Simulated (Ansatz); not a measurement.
Reactions of `CCc1ccccc1`.

Computed with Ansatz on PBE0-D4/def2-TZVP structures; ΔE is electronic, products minus reactants. CCSD(T)/CBS is the MP2 limit (def2-TZVPP, def2-QZVPP) plus CCSD(T) − MP2 in def2-TZVPP, frozen cores. This one scheme is used for every species, atoms too. Functionals use def2-TZVPP. No spin–orbit coupling; open shells (•) take unrestricted orbitals. Spin–orbit coupling would lower the free atoms: a little for C. def2 core potentials past Kr. For I, In, Se, Ti outer-core shells are correlated without core-valence functions, so the limit isn't a true one: a few kJ/mol of doubt a bond, and 10 to 20 or more in all where bonds break to atoms. Scalar relativity is left out up to krypton. Each species was taken in one conformer, which may not be the lowest.

```json
{"reaction": "`CCc1ccccc1` + HI → `Ic1ccccc1` + `CC`", "PBE0-D4 (kJ/mol)": "15", "B2PLYP (kJ/mol)": "9", "CCSD/CBS(def2) (kJ/mol)": "13", "ωB97M-V (kJ/mol)": "17"}
{"reaction": "`CCc1ccccc1` + H₂S → `CCS` + `c1ccccc1`", "PBE0-D4 (kJ/mol)": "19", "B2PLYP (kJ/mol)": "16", "CCSD/CBS(def2) (kJ/mol)": "18", "ωB97M-V (kJ/mol)": "19"}
{"reaction": "`CCc1ccccc1` + `BN[SiH2]Cl` → `BN(CC)[SiH2]Cl` + `c1ccccc1`", "PBE0-D4 (kJ/mol)": "35", "B2PLYP (kJ/mol)": "36", "CCSD/CBS(def2) (kJ/mol)": "35", "ωB97M-V (kJ/mol)": "34"}
{"reaction": "`CCc1ccccc1` + `[F][Ti]([F])([SH])[Cl]` → `C[S][Ti]([F])([F])[Cl]` + `Cc1ccccc1`", "PBE0-D4 (kJ/mol)": "6", "B2PLYP (kJ/mol)": "5", "CCSD/CBS(def2) (kJ/mol)": "8", "ωB97M-V (kJ/mol)": "8"}
{"reaction": "`CCc1ccccc1` + `CCS` → `CCSCc1ccccc1` + CH₄", "PBE0-D4 (kJ/mol)": "-10", "B2PLYP (kJ/mol)": "-3", "CCSD/CBS(def2) (kJ/mol)": "-4", "ωB97M-V (kJ/mol)": "-9"}
{"reaction": "`CCc1ccccc1` → `[CH2]` (triplet) + `Cc1ccccc1`", "PBE0-D4 (kJ/mol)": "433", "B2PLYP (kJ/mol)": "425", "CCSD/CBS(def2) (kJ/mol)": "425", "ωB97M-V (kJ/mol)": "438"}
{"reaction": "`CCc1ccccc1` → 8 C• + 10 H•", "PBE0-D4 (kJ/mol)": "8322", "B2PLYP (kJ/mol)": "8142", "CCSD/CBS(def2) (kJ/mol)": "8046", "ωB97M-V (kJ/mol)": "8220"}
{"reaction": "`CCc1ccccc1` + `[Cl][InH][SeH]` → `C[Se][InH][Cl]` + `Cc1ccccc1`", "PBE0-D4 (kJ/mol)": "7", "B2PLYP (kJ/mol)": "5", "CCSD/CBS(def2) (kJ/mol)": "8", "ωB97M-V (kJ/mol)": "8"}
{"reaction": "`CCc1ccccc1` + H₂O → `Oc1ccccc1` + `CC`", "PBE0-D4 (kJ/mol)": "23", "B2PLYP (kJ/mol)": "21", "CCSD/CBS(def2) (kJ/mol)": "35", "ωB97M-V (kJ/mol)": "24"}
{"reaction": "`CCc1ccccc1` + H₂ → `Cc1ccccc1` + CH₄", "PBE0-D4 (kJ/mol)": "-69", "B2PLYP (kJ/mol)": "-75", "CCSD/CBS(def2) (kJ/mol)": "-70", "ωB97M-V (kJ/mol)": "-69"}
```

**Question.** Give the CCSD(T)/CBS values in the same order. (Estimate.)

**Answer.** Ansatz gave: 10, 19, 34, 5, -9, 437, 8179, 6, 37, -66 kJ/mol.

Largest T1 diagnostic: 0.025, for `[F][Ti]([F])([SH])[Cl]`, so its coupled-cluster energy is less sure.
